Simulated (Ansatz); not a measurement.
TaN: the change of pressure with volume scale

All results are calculated (Ansatz 0.2.0). Periodic Kohn-Sham DFT of a crystal at fixed atoms, scaled to volume_scale times the given cell; pressure positive in compression, energy less spherical unpolarised free atoms, largest_vzz the field gradient of largest size among the nuclei.

The cell before it is scaled or strained (space group Fm-3m, No. 225):
```
cell vectors (Å)
   0.0000     2.1790     2.1790
   2.1790     0.0000     2.1790
   2.1790     2.1790     0.0000
atoms (fractions of the cell vectors)
Ta  0.50000  0.50000  0.50000
N   0.00000  0.00000  0.00000
```

Settings of every row: method all-electron PAW; functional PBE; relativity scalar; k mesh 9x9x9; filling fermi-dirac; smearing width 0.02 eV; nucleus gaussian.

Atom start moment: 0 on all atoms.

Limits: no spin-orbit coupling on heavy atoms.

```csv
row,volume scale,V (Å³/atom),pressure (GPa)
1,0.94,9.725,41.978
2,0.96,9.932,31.853
3,0.98,10.139,?
4,0.99,10.243,18.516
5,1.01,10.449,10.716
6,1.02,10.553,7.109
7,1.04,10.76,0.433
```

Question: what pressure should row 3 give?

Worked fit of pressure. Take u = (V_r/V)^(2/3) − 1 with V_r = 10.346 Å³ an atom, which is twice the finite (Eulerian) strain; such expansions in the strain, on which the Birch-Murnaghan equation of state is built, carry the rest volume and the bulk modulus. The shown rows have u = 0.04213, 0.0276, 0.00669, -0.00658, -0.01312, -0.02582. Least squares give pressure = 14.5127 + 585.639 × u + 1568.55 × u² GPa; a straight line predicts inner rows, each left out in turn, worse (root mean square 0.67 against 0.022 GPa). The rows lie off it by 0.008, -0.018, 0.015, -0.011, 0.010, -0.004 (root mean square 0.012 GPa). The withheld row has u = 0.01356, so the fit gives 14.5127 + 585.639 × (0.01356) + 1568.55 × (0.01356)² = 22.742 GPa.

The calculation gave 22.735 GPa. The fit lies 0.007 GPa (0.017 % of the column's range) above it; its largest miss of a shown row is 0.018 GPa.
